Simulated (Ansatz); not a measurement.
# GaSb: zone-centre modes

The calculation used DFT PBE, scalar-relativistic, plane waves, PAW in Ansatz 0.2.0. Settings: 420 eV plane-wave cutoff, Γ-centred 16×16×16 mesh, Fermi-Dirac smearing of 0.15 eV. No spin polarisation. Phonons by linear response, acoustic sum rule imposed.

Equilibrium structure at this level:
```
CELL_PARAMETERS angstrom
0.00000 3.10769 3.10769
3.10769 0.00000 3.10769
3.10769 3.10769 0.00000
ATOMIC_POSITIONS crystal
Ga 0.00000 0.00000 0.00000
Sb 0.25000 0.25000 0.25000
```

It was relaxed at this level from a cell as deposited in COD. In a metal, frequencies depend on the k mesh and the smearing, soft modes most. Spin–orbit coupling is left out, which matters for heavy elements.

Optical modes at Γ:
```csv
frequency (cm⁻¹),degeneracy
208,3
```

All 3 optical modes at Γ are real: no displacement of atoms at fixed cell lowers the energy to second order. Strains and modes at other wave vectors aren't tested by this run.
